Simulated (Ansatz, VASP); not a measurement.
ZnS: VASP beside Ansatz

Contents of POSCAR:

```
ZnS
1.0
    0.0000000000      2.6395255501      2.6395255501
    2.6395255501      0.0000000000      2.6395255501
    2.6395255501      2.6395255501      0.0000000000
Zn S
1 1
Direct
    0.2500000000      0.2500000000      0.2500000000
    0.0000000000      0.0000000000      0.0000000000
```

File INCAR.step1:

```
SYSTEM = ZnS
PREC = Accurate ; ENCUT = 520
ISMEAR = 0 ; SIGMA = 0.02
LREAL = .False. ; LASPH = .True.
NELM = 80 ; NBANDS = 16
GGA = PE ; ALGO = Normal
EDIFF = 1E-4 ; LWAVE = .True.
LCHARG = .False.
```

The input INCAR.step2:

```
SYSTEM = ZnS
PREC = Accurate ; ENCUT = 520
EDIFF = 1E-7 ; ISMEAR = 0
SIGMA = 0.02 ; LREAL = .False.
LASPH = .True. ; NELM = 80
ALGO = Normal ; ISIF = 2
LWAVE = .False. ; LCHARG = .False.
METAGGA = R2SCAN ; LMIXTAU = .True.
NBANDS = 16 ; ISTART = 1
```

KPOINTS

```
regular mesh
0
Gamma
  8 8 8
  0 0 0
```

Input for Ansatz:

```yaml
crystal:
  lattice:
    - [0.0, 2.6395255499, 2.6395255499]
    - [2.6395255499, 0.0, 2.6395255499]
    - [2.6395255499, 2.6395255499, 0.0]
  atoms:
    - { symbol: Zn, position: [0.25, 0.25, 0.25] }
    - { symbol: S, position: [0.0, 0.0, 0.0] }
basis:
  ecutwfc: 500
kpoints:
  mp_grid: { grid: [8, 8, 8] }
hamiltonian:
  xc: r2scan
scf:
  occupations: { method: gaussian, width: 0.02 }
output:
  forces: true
  stress: true
  eigenvalues: true
```

Alike in both runs: task single point; functional r2SCAN; k mesh 8 × 8 × 8; occupations gaussian, width 0.02 eV; no spin polarisation.

|  | VASP | Ansatz |
| --- | --- | --- |
| version | VASP 6.6.1 | Ansatz 0.2.0 |
| potentials or method | VASP PAW PBE potentials, release 64 (Zn, S) | scalar-relativistic, plane waves, PAW |
| plane-wave cutoff (eV) | 520 | 500 |
| valence electrons in the cell | 18 | 18 |

```tsv
	VASP	Ansatz	Ansatz less VASP
gap on the k mesh at the Fermi level (eV)	3.01	2.99	-0.016
least direct gap on the mesh (eV)	3.01	2.99	-0.016
pressure (GPa)	5.6	5.6	-0.03
```

The functional is the same, so the differences come from potentials, cutoffs and numerics.

Caveats: the PAW data sets were made with another functional, which shifts forces and pressure a little (VASP). r2SCAN opens gaps a little over a GGA but as a rule still falls short of measured ones.
